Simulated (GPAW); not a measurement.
Band structure of LiI (Fm-3m, 2 atoms in the cell).

```xyz
2
Lattice="0.0000 2.9815 2.9815 2.9815 0.0000 2.9815 2.9815 2.9815 0.0000" Properties=species:S:1:pos:R:3 pbc="T T T"
Li     0.0000     0.0000     0.0000
I      2.9815     2.9815     2.9815
```

Level of theory: PBE, GPAW PAW datasets PBE (gpaw-data 1.0.1) (plane waves; GPAW).

Settings: mode = pw; ecut = 600 eV; xc = PBE; kpts = 10 10 10; mesh shift (steps) = 0.5 0.5 0.5; occupations.name = methfessel-paxton; occupations.width = 0.05 eV; occupations.order = 0; nbands = -4; convergence.density = 1e-05 e/electron; convergence.bands = -2; symmetry.symmorphic = false; symmetry.tolerance = 0.0005; maxiter = 150.

The starting cell comes from a database of computed structures (which also holds hypothetical and non-ambient phases and stackings), without a prior relaxation at this level. Its lattice was rescaled by a random factor within 2.5 % of one. Spin-orbit coupling is off.

Question: Predict the gap along the standard path and the places of the band edges.

Answer: The gap along the path is 4.35 eV, from a point between K and Γ to X; the smallest direct gap on it is 4.38 eV. Another conduction valley lies within 0.1 eV, so the order of the valleys is not sure.

Levels in eV from the top of the valence band on the SCF mesh, bands 1 to 8:
| point | 1 | 2 | 3 | 4 | 5 | 6 | 7 | 8 |
|---|---|---|---|---|---|---|---|---|
| Γ | -11.72 | 0.00 | 0.00 | 0.00 | 4.37 | 8.35 | 8.35 | 8.35 |
| X | -10.93 | -3.00 | -1.25 | -1.25 | 4.36 | 5.42 | 10.64 | 10.64 |
| W | -10.94 | -2.28 | -2.28 | -1.32 | 6.15 | 6.82 | 8.03 | 8.03 |
| K | -10.96 | -2.62 | -2.03 | -0.95 | 4.87 | 7.14 | 8.43 | 9.54 |
| L | -11.16 | -3.08 | -0.28 | -0.28 | 4.59 | 6.20 | 6.20 | 9.97 |
| U | -10.96 | -2.62 | -2.03 | -0.95 | 4.87 | 7.14 | 8.43 | 9.54 |
